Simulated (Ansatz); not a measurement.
# ZnO (zincite) (P6_3mc) in Ansatz: notebook

The runs below take ZnO (zincite) through band structure, phonons, with RPBE, revPBE, PBEsol.

All numbers are computed with Ansatz 0.2.0; they aren't measurements. Logs are shortened: lines on timing, memory, paths and dates and some standing lists are left out, and cuts for length are marked.

**What was measured.**

From “Electronic structure of alkaline earth and post-transition metal oxides”, 2009, arxiv:0908.1581, for a bulk crystal of ZnO: band gap 3.37 eV.

The runs below are set against these values where they give the same quantity.

## (1) Starting point

It takes space group P6_3mc (No. 186, hexagonal). Conventional cell: a = 3.249 Å, b = 3.249 Å, c = 5.206 Å, α = 90.00°, β = 90.00°, γ = 120.00°. Zn (site symmetry 3m) has 4 O at 1.97 to 1.98 Å as nearest neighbours. Around O (site symmetry 3m) lie 4 Zn at 1.97 to 1.98 Å.

## (2) Band structure, RPBE

The input, input.yaml:

```yaml
crystal:
  lattice:
    - [3.249308, 0.0, 0.0]
    - [-1.624654, 2.8139832727, 0.0]
    - [0.0, 0.0, 5.205709]
  atoms:
    - { symbol: Zn, position: [0.6666666667, 0.3333333333, 0.0] }
    - { symbol: Zn, position: [0.3333333333, 0.6666666667, 0.5] }
    - { symbol: O, position: [0.3333333333, 0.6666666667, 0.87901] }
    - { symbol: O, position: [0.6666666667, 0.3333333333, 0.37901] }
hamiltonian:
  xc: rpbe
  pseudopotentials: { kind: paw }
kpoints:
  mp_grid: { grid: [9, 9, 5] }
  band_path:
    path:
      - [[0.0, 0.0, 0.0], [0.5, 0.0, 0.0], [0.3333333333, 0.3333333333, 0.0], [0.0, 0.0, 0.0], [0.0, 0.0, 0.5], [0.5, 0.0, 0.5], [0.3333333333, 0.3333333333, 0.5], [0.0, 0.0, 0.5]]
      - [[0.5, 0.0, 0.5], [0.5, 0.0, 0.0]]
      - [[0.3333333333, 0.3333333333, 0.0], [0.3333333333, 0.3333333333, 0.5]]
    npoints: 14
scf:
  occupations: { method: fermi_dirac, width: 0.05 }
  n_extra_bands: 10
output:
  forces: true
  stress: true
  eigenvalues: true
  fatbands: true
```

Potentials or basis: Ansatz PAW.

Launch:

```console
$ ansatz run input.yaml --threads 2 --pin off --max-ram 5632MiB --backend cpu --events-out ev --progress --plain --runs-dir out
```

The log of the run:

```text
Warning: RAYON_NUM_THREADS=2 ignored (pool sized by the plan → 2); use --threads N
scf.n_extra_bands = 10 over 18 filled bands (N_el = 36.0): the run solves 28 bands
Engine: ansatz 0.2.0, x86_64-unknown-linux-gnu
Pseudopotentials: kind: paw
Pseudopotential: Zn, paw, valence charge 12, recommended cutoff 420 eV (normal), Zn.paw.azcp
Pseudopotential: O, paw, valence charge 6, recommended cutoff 420 eV (normal), O.paw.azcp
Functional definition: RPBE
  parameter kappa = 0.804
  parameter beta = 0.06672455060314922
  exchange = rpbe_x(kappa = kappa, mu = beta*pi^2/3)
  correlation = pbe_c(beta = beta)
Crystal: 4 atoms, lattice volume = 47.598 Å³
Basis set: ecut = 420 eV, 941 PW (Γ), exchange–correlation on 48×48×72 points (8 copies of the dense FFT grid, shifted against one another)
Bands: 28, of which v1, the nominal top of the filled ones, is band 18 counted from 1 (17 counted from 0)
Symmetry: 12 space group operations
Space group: P63mc (ITA 186), of the structure as read, at distance tolerance 3.6e-5 Å
k-points: 36 of 405 (time reversal used)
Non-local potential: Zn, projectors of the file, l = 0: 2, l = 1: 2, l = 2: 3, l = 3: 1
Non-local potential: O, projectors of the file, l = 0: 2, l = 1: 2, l = 2: 1
PAW form: soft (Blöchl's): semilocal exchange-correlation on the pseudo side does not see the compensation charge
PAW frozen core: Zn, regenerated for the run's functional, and the local potential with it (the file was generated under x = pbe(κ = 0.804, μ = 0.2195149727645171), c = pbe(β = 0.06672455060314922))
PAW frozen core: O, regenerated for the run's functional, and the local potential with it (the file was generated under x = pbe(κ = 0.804, μ = 0.2195149727645171), c = pbe(β = 0.06672455060314922))
PAW one-centre angular grid: Zn, 590 points (default); XC on 64 Gauss nodes
PAW one-centre angular grid: O, 110 points (default); XC on 64 Gauss nodes
Initial density: superposition of atomic densities (neutral atoms: chi_scale 0, normalization atom), corrected by the library's trained network
Initial wavefunctions: pseudopotential atomic-orbital guess
Functional: x = rpbe, c = pbe(β = 0.06672455060314922)
SCF iter   1: F=—  HF=-7787.917799 eV  |F-HF|=—  |Δ(HF+E_count)|=         —  Δρ=6.60e-3  dr2=1.42e-2  ethr=1.77e-3  ⟨swp⟩=6.2  Hψ=4755  notcnv=0  defer=6
preconditioner: auto → Resta (q_TF=auto, 2.604 Å⁻¹)  ε∞=4.7  [insulator: Δε(μ)=0.966 eV  Ē_g=16.886 eV  σ=0.050 eV  W_gap=1.00  n_scr=22 (ndim 8)  ℏωp=32.3 eV  f_vac=0.035  D(μ)=0.00/eV (n_scr^D=0)  ε∞_Penn≈4.7]
SCF iter   2: F=—  HF=-7787.914940 eV  |F-HF|=—  |Δ(HF+E_count)|=   2.86e-3  Δρ=1.64e-3  dr2=6.92e-4  ethr=3.95e-5  ⟨swp⟩=2.0  Hψ=2134  notcnv=0  defer=85
SCF iter   3: F=—  HF=-7787.914731 eV  |F-HF|=—  |Δ(HF+E_count)|=   2.09e-4  Δρ=1.33e-3  dr2=4.97e-4  ethr=1.92e-6  ⟨swp⟩=2.0  Hψ=1497  notcnv=0  defer=85
SCF iter   4: F=—  HF=-7787.914782 eV  |F-HF|=—  |Δ(HF+E_count)|=   5.13e-5  Δρ=6.94e-4  dr2=2.98e-4  ethr=1.38e-6  ⟨swp⟩=2.8  Hψ=1546  notcnv=0  defer=85
SCF iter   5: F=—  HF=-7787.914740 eV  |F-HF|=—  |Δ(HF+E_count)|=   4.23e-5  Δρ=1.92e-4  dr2=2.54e-5  ethr=8.28e-7  ⟨swp⟩=1.9  Hψ=1349  notcnv=0  defer=85
SCF iter   6: F=—  HF=-7787.914805 eV  |F-HF|=—  |Δ(HF+E_count)|=   6.54e-5  Δρ=3.52e-5  dr2=6.14e-7  ethr=7.05e-8  ⟨swp⟩=2.0  Hψ=1566  notcnv=0  defer=85
SCF iter   7: F=-7787.914807 eV  HF=-7787.914806 eV  |F-HF|=1.88e-7  |Δ(HF+E_count)|=   1.18e-6  Δρ=1.10e-5  dr2=6.07e-8  ethr=2.78e-10  ⟨swp⟩=7.8  Hψ=5050  notcnv=0
SCF 1 converged in 7 iterations: F = -7787.914807 eV  dr2 = 6.07e-8
NSCF: frozen V_eff on 129 k-points
SCF converged after 7 iterations
Free energy (F): -7787.914807 eV
Harris-Foulkes:  -7787.914806 eV  (|F-HF|=1.88e-7)
Internal energy: -7787.914805 eV  (E = F + TS)
E sigma→0 (E₀):  -7787.914806 eV
Entropy (-TS):   -0.000001 eV (-0.000 meV/atom)
Fermi energy:    7.891774 eV
--- Per-component energies (eV) ---
  E_band       = 72.101587
  E_kinetic    = 612.811067
  E_local      = -4005.408345  (includes V_loc(G=0)·N_el)
  E_nonlocal   = 1334.132431
  E_hartree    = 1649.126155
  E_xc         = -421.605876
  E_vxc        = -289.466297  (∫ρ·V_xc dr)
  E_paw        = -3994.189894  (= ΣΔE_a)
  E_vpaw       = -878.214791  (= ΣTr[D̂ρ^β])
  E_aug_tail   = 0.004195  (compensation charges beyond the density's cutoff)
  E_ewald      = -2962.594745
  E_core_change = -0.189792  (= ΣΔE_core)
  E_smearing   = -0.000001  (= −TS)
  E_closure    = 0.000000  (closes the sum)
  Σ components = -7787.914807   (vs F -7787.914807, Δ=0.00e0)
--- Forces (eV/Å), atoms counted from 1 ---
  atom   1  Zn    -0.00000000     0.00000000    -0.07653192
  atom   2  Zn     0.00000000    -0.00000000    -0.07653192
  atom   3  O     -0.00000000     0.00000000     0.07649829
  atom   4  O      0.00000000    -0.00000000     0.07649829
  max |Σ_I F_I| component: 6.73e-5 eV/Å
--- Stress (GPa, compression-positive) ---
        8.953226       0.000000      -0.000000
        0.000000       8.953226       0.000000
        0.000000       0.000000      10.614242
  P = ⅓ Tr σ = 9.5069 GPa (95.069 kbar)
--- Band table (eV; the first three rows and the last of 36) ---
  k-point 0: bands = ["-10.7535", "-10.0356", "1.7159", "1.7159", "1.7556", "1.8298", "1.9138", "1.9138", "2.8886", "2.8886", "3.1000", "3.1000", "3.3645", "6.5921", "6.5921", "7.3281", "7.3991", "7.3991", "8.3038", "12.7398", "15.7866", "20.3873", "20.3873", "21.6466", "21.6485", "21.6485", "24.0565", "25.6360"]
  k-point 1: bands = ["-10.6883", "-10.1076", "1.6650", "1.6858", "1.7260", "1.7260", "1.8851", "1.8851", "2.9162", "2.9162", "3.0882", "3.0882", "3.8049", "6.6364", "6.6708", "6.6708", "7.3236", "7.3236", "9.1229", "12.4035", "16.0882", "20.3860", "20.3934", "20.3934", "21.3744", "21.3744", "24.5314", "26.0608"]
  k-point 2: bands = ["-10.5142", "-10.2925", "1.5132", "1.5525", "1.7610", "1.7610", "1.8212", "1.8212", "2.9815", "2.9815", "3.0478", "3.0478", "4.7000", "5.6781", "6.8755", "6.8755", "7.1250", "7.1250", "10.3535", "11.5272", "16.9824", "18.4714", "20.5149", "20.5149", "20.8706", "20.8706", "25.3044", "26.2840"]
  k-point 35: bands = ["-9.9122", "-9.9122", "1.7273", "1.7273", "1.8428", "2.0461", "2.4791", "2.4791", "2.8814", "2.9173", "3.3807", "3.3807", "3.7385", "3.7385", "4.4454", "5.0412", "6.1157", "6.1157", "15.4577", "15.4577", "15.4803", "15.6055", "16.5312", "16.5312", "22.3462", "23.2916", "23.2916", "24.3294"]
```

Run time: 15 s. Hardware: 2 threads of Intel Xeon at 2.50GHz (Skylake/Cascade Lake), shared host; peak memory 0.38 GiB.

What came out:

```yaml
Free_energy: -7787.9148 eV
Pressure: 9.5 GPa
Largest_force: 0.077 eV/Å
Band_gap_on_the_k_mesh: 0.90 eV, direct
Band_gap_along_the_path: 0.90 eV, direct
```

Forces in eV/Å, atoms in the order of the input:
```
Zn   0.000  0.000 -0.077
Zn   0.000  0.000 -0.077
O    0.000  0.000  0.076
O    0.000  0.000  0.076
```

Levels at the corners of the path, in eV from the valence-band top:
```csv
point,band 14,band 15,band 16,band 17,band 18,band 19,band 20,band 21,band 22,band 23
Γ,-0.81,-0.81,-0.07,0.00,0.00,0.90,5.34,8.39,12.99,12.99
M,-3.51,-2.80,-2.27,-1.26,-0.82,5.88,7.01,7.76,8.60,10.77
K,-3.50,-3.50,-1.90,-1.90,-1.69,7.79,7.79,7.84,8.29,10.95
Γ,-0.81,-0.81,-0.07,0.00,0.00,0.90,5.34,8.39,12.99,12.99
A,-2.21,-0.40,-0.40,-0.40,-0.40,3.56,3.56,10.26,10.26,13.26
L,-3.73,-1.50,-1.50,-1.34,-1.34,5.86,5.86,8.54,8.54,11.46
H,-3.68,-2.65,-2.65,-1.22,-1.22,8.14,8.14,8.15,8.15,8.93
A,-2.21,-0.40,-0.40,-0.40,-0.40,3.56,3.56,10.26,10.26,13.26
L,-3.73,-1.50,-1.50,-1.34,-1.34,5.86,5.86,8.54,8.54,11.46
M,-3.51,-2.80,-2.27,-1.26,-0.82,5.88,7.01,7.76,8.60,10.77
K,-3.50,-3.50,-1.90,-1.90,-1.69,7.79,7.79,7.84,8.29,10.95
H,-3.68,-2.65,-2.65,-1.22,-1.22,8.14,8.14,8.15,8.15,8.93
```

Caveat: the pressure holds a Pulay correction of +0.7 GPa for the finite cutoff; the PAW data sets come from PBE, with cores solved anew for the run's functional, which leaves a small shift of forces and pressure.

## (3) Band structure, revPBE

Edit input.yaml of step 2 so:

```diff
@@ -11,3 +11,3 @@
 hamiltonian:
-  xc: rpbe
+  xc: revpbe
   pseudopotentials: { kind: paw }
@@ -28,2 +28,2 @@
   eigenvalues: true
-  fatbands: true
+  fatbands: false
```

Potentials or basis: Ansatz PAW.

Launch:

```console
$ ansatz run input.yaml --threads 2 --pin off --max-ram 5632MiB --backend cpu --events-out ev --progress --plain --runs-dir out
```

Wall time 11 s (2 threads of Intel Xeon at 2.50GHz (Skylake/Cascade Lake), shared host); peak memory 0.38 GiB.

It converged, with:

| Property | Result |
| --- | --- |
| Free energy | -7783.8474 eV |
| Pressure | 8.3 GPa |
| Largest force | 0.075 eV/Å |
| Band gap on the k mesh | 0.88 eV, direct |
| Band gap along the path | 0.88 eV, direct |

Forces in eV/Å, atoms in the order of the input:
```
Zn   0.000  0.000 -0.075
Zn   0.000  0.000 -0.075
O    0.000  0.000  0.075
O    0.000  0.000  0.075
```

Stress tensor (GPa, compression positive):
```
7.71 0.00 0.00
0.00 7.71 0.00
0.00 0.00 9.38
```

Levels at the corners of the path, in eV from the valence-band top:
| point | band 16 | band 17 | band 18 | band 19 | band 20 | band 21 |
| --- | --- | --- | --- | --- | --- | --- |
| Γ | -0.07 | 0.00 | 0.00 | 0.88 | 5.31 | 8.35 |
| M | -2.27 | -1.27 | -0.82 | 5.85 | 6.97 | 7.73 |
| K | -1.90 | -1.90 | -1.69 | 7.77 | 7.77 | 7.80 |
| Γ | -0.07 | 0.00 | 0.00 | 0.88 | 5.31 | 8.35 |
| A | -0.40 | -0.40 | -0.40 | 3.54 | 3.54 | 10.22 |
| L | -1.50 | -1.35 | -1.35 | 5.82 | 5.82 | 8.51 |
| H | -2.66 | -1.22 | -1.22 | 8.11 | 8.11 | 8.12 |
| A | -0.40 | -0.40 | -0.40 | 3.54 | 3.54 | 10.22 |
| L | -1.50 | -1.35 | -1.35 | 5.82 | 5.82 | 8.51 |
| M | -2.27 | -1.27 | -0.82 | 5.85 | 6.97 | 7.73 |
| K | -1.90 | -1.90 | -1.69 | 7.77 | 7.77 | 7.80 |
| H | -2.66 | -1.22 | -1.22 | 8.11 | 8.11 | 8.12 |

Caveat: the pressure holds a Pulay correction of +0.7 GPa for the finite cutoff; the PAW data sets come from PBE, with cores solved anew for the run's functional, which leaves a small shift of forces and pressure.

(Continued in part 2 of 2.)
